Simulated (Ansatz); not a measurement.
WS$_{2}$: what symmetry allows forces and stress to be

```xyz
3
Lattice="1.5679 0.9052 6.3048 -1.5679 0.9052 6.3048 0.0000 -1.8104 6.3048" Properties=species:S:1:pos:R:3 pbc="T T T"
W     0.0000    0.0000    0.0242
S     0.0000    0.0000   14.2105
S     0.0000    0.0000   10.9459
```

Computed with DFT PBEsol, scalar-relativistic, plane waves, PAW in Ansatz.

Plane waves to 420 eV, a k mesh through Γ of 12×12×12 on the computed 3-atom cell and Gaussian smearing (0.02 eV); no spin polarisation.

This distorted cell has space group R3m, with 6 operations.

Task: Without a calculation: in which directions can each atom feel a force?

Result: A force must be left unchanged by every operation that keeps its atom in place, so it lies in the space that those operations leave fixed. Atoms that the group maps onto each other feel forces of one size.
```
atom site symmetry operations at the site equivalent to atom allowed force (Cartesian)
  W1             3m                       6                   1   along (0.00, 0.00, 1.00)
  S2             3m                       6                   2   along (0.00, 0.00, 1.00)
  S3             3m                       6                   3   along (0.00, 0.00, 1.00)
```

That leaves 3 independent force components of 9, tied by 1 condition that the forces sum to zero, so 2 remain. A relaxation in this cell that keeps the symmetry moves the atoms in these directions alone.

Task: And the stress tensor?

Result: It must be invariant under the point group, which leaves 2 independent components: yz, xz, xy vanish; xx = yy.

Task: Do the computed values obey this?

Result: Yes. Forces (eV/Å):
```
W1   0.000  0.000 -1.580
S2   0.000  0.000 -0.322
S3   0.000  0.000  1.902
```

Stress (GPa, compression positive, xx yy zz yz xz xy): -2.38 -2.38 -10.53 0.00 0.00 0.00. The program imposes the same operations on density, forces and stress, so this confirms the analysis and is no independent test of the calculation.

Spin–orbit coupling is left out, which can shift energies with elements as heavy as these. The cell holds layers, and where no dispersion correction was added their binding is poorly described.

This form isn't the usual stable structure of the compound.